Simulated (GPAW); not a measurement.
Runs of GPAW 26.7.0 on W. It takes space group Im-3m (No. 229, cubic). Conventional cell: a = 3.165 Å, b = 3.165 Å, c = 3.165 Å, α = 90.00°, β = 90.00°, γ = 90.00°. W (site symmetry m-3m) has 8 W at 2.74 Å as nearest neighbours. 

| task | level | potentials or basis | U | cell | optimizer | fmax | max steps | convergence | eigensolver | gap on the mesh (eV) | pressure (GPa) | relaxed volume (Å³/atom) |
| --- | --- | --- | --- | --- | --- | --- | --- | --- | --- | --- | --- | --- |
| relaxation of cell and atoms | LDA | the program's PAW data sets (release 1.2.1) made for this functional, pw | - | relaxed | BFGS | 0.02 eV/Å | 60 | density=1e-05 forces=0.0001 | - | none | -0.1 | 15.35 |
| relaxation of cell and atoms | RPBE | the program's PAW data sets (release 1.2.1) made for this functional, pw | - | relaxed | BFGS | 0.02 eV/Å | 60 | density=1e-05 forces=0.0001 | - | none | -0.1 | (c) |
| relaxation of cell and atoms | revPBE | the program's PAW data sets (release 1.2.1) made for this functional, pw | - | relaxed | BFGS | 0.02 eV/Å | 60 | density=1e-05 forces=0.0001 | - | none | -0.1 | 16.30 |
| relaxation of cell and atoms | PBEsol | PAW data sets generated in the run's folder for this functional, pw | - | relaxed | BFGS | 0.02 eV/Å | 60 | density=1e-05 forces=0.0001 | - | none | 0.0 | 15.68 |
| relaxation of cell and atoms | PBE | GPAW PAW data sets (gpaw-data 1.2.1), pw | - | relaxed | BFGS | 0.02 eV/Å | 60 | density=1e-05 forces=0.0001 | - | none | 0.0 | 16.13 |
| relaxation of cell and atoms | r2SCAN | GPAW PAW data sets (gpaw-data 1.2.1), pw | - | relaxed | BFGS | 0.02 eV/Å | 60 | density=1e-05 forces=0.0001 | - | none | 0.0 | 15.99 |
| single point | LDA | the program's PAW data sets (release 1.2.1) made for this functional, pw | - | as given | - | - | - | - | - | none | (b) | - |
| relaxation of cell and atoms | BLYP | PAW data sets generated in the run's folder for this functional, pw | - | relaxed | BFGS | 0.02 eV/Å | 60 | density=1e-05 forces=0.0001 | davidson | none | -0.2 | 16.63 |
| single point | LDA+U | the program's PAW data sets (release 1.2.1) made for this functional, pw | W d U = 2 eV | as given | - | - | - | - | - | none | (a) | - |

Alike in all rows: no spin polarisation; k mesh 12 × 12 × 12; cutoff (eV) 600; smearing fermi-dirac 0.05 eV.

Fill in the values left out.

(a) -7.0; (b) -9.9; (c) 16.36.

Caveats: later steps reuse the first step's grids (some runs); the PAW data sets were made with another functional, which shifts forces and pressure a little (some runs); U without spin polarisation on a metal has little footing (some runs); the U is typed as a test and isn't derived for this compound (some runs).

A k mesh can miss the band edges, and the runs leave out spin-orbit coupling on W.

A gap of «none» marks a metal or a gap under the smearing width.
